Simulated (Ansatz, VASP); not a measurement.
**One calculation of La, two programs**

```
CELL_PARAMETERS angstrom
-1.65757 1.65757 1.65757
1.65757 -1.65757 1.65757
1.65757 1.65757 -1.65757
ATOMIC_POSITIONS crystal
La 0.00000 0.00000 0.00000
```

Change from the starting cell: volume scaled by 0.55, PAW files.

Alike in both runs: task single point; functional LDA; k mesh 15 × 15 × 15; occupations fermi-dirac, width 0.08 eV; no spin polarisation.

|  | VASP | Ansatz |
| --- | --- | --- |
| version | VASP 6.6.1 | Ansatz 0.2.0 |
| potentials or method | VASP PAW LDA potentials, release 64 (La) | PAW with Ansatz's default frozen-core files, scalar-relativistic |
| plane-wave cutoff (eV) | 520 | 420 |
| valence electrons in the cell | 11 | 11 |

|  | VASP | Ansatz | Ansatz less VASP |
| --- | --- | --- | --- |
| pressure (GPa) | 57.1 | 57.2 | +0.05 |

Caveats: so large a pressure means that the cell lies far from this level's equilibrium, or that cutoff or potentials fall short (VASP). Spin-orbit coupling is left out, which matters for the levels of La.
